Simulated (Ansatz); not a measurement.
Cs2AgBiBr6:

```xyz
10
Lattice="0.0000 5.6161 5.6161 5.6161 0.0000 5.6161 5.6161 5.6161 0.0000" Properties=species:S:1:pos:R:3 pbc="T T T"
Bi    0.0000    0.0000    0.0000
Cs    8.4242    8.4242    8.4242
Cs    2.8081    2.8081    2.8081
Ag    5.6161    5.6161    5.6161
Br    5.6161    5.6161    8.4180
Br    5.6161    5.6161    2.8142
Br    2.8142    5.6161    5.6161
Br    5.6161    8.4180    5.6161
Br    8.4180    5.6161    5.6161
Br    5.6161    2.8142    5.6161
```

| Item | Value |
| --- | --- |
| Program | Ansatz 0.2.0 |
| Task | relaxation of cell and atoms |
| Functional | PBEsol |
| Dispersion | D3(BJ)-ATM |
| Potentials or basis | Ansatz PAW |
| Cutoff | 420 eV (not typed: the program's choice for these potentials) |
| k mesh | 4 × 4 × 4 |
| Occupations | fermi-dirac, width 0.05 eV |
| Spin | no spin polarisation |

At the start: volume 35.43 Å³/atom.

Problem. Where does the relaxation end?

Solution. It ends after 5 steps and the volume is 33.74 Å³/atom (-4.8 %); space group Fm-3m (No. 225, to 0.05 Å).

The path:
```tsv
step	energy change (eV)	largest force (eV/Å)	volume (Å³)
1	0.0000	0.3042	354.27
2	-0.0893	0.0145	344.83
3	-0.1044	0.0130	335.76
4	-0.1050	0.0022	337.43
5	-0.1034	0.0022	337.43
```

Final structure:
```
Bi Cs Ag Br
1.0
     0.00000    5.52567    5.52567
     5.52567    0.00000    5.52567
     5.52567    5.52567    0.00000
Bi Cs Ag Br
1 2 1 6
Direct
  0.00000 0.00000 0.00000
  0.75000 0.75000 0.75000
  0.25000 0.25000 0.25000
  0.50000 0.50000 0.50000
  0.74526 0.74526 0.25474
  0.25474 0.25474 0.74526
  0.74526 0.25474 0.25474
  0.74526 0.25474 0.74526
  0.25474 0.74526 0.74526
  0.25474 0.74526 0.25474
```

Caveat: the plane-wave basis is chosen anew once the cell has moved, so the energies of steps on either side of that aren't comparable; the PAW data sets come from PBE, with cores solved anew for the run's functional, which leaves a small shift of forces and pressure.
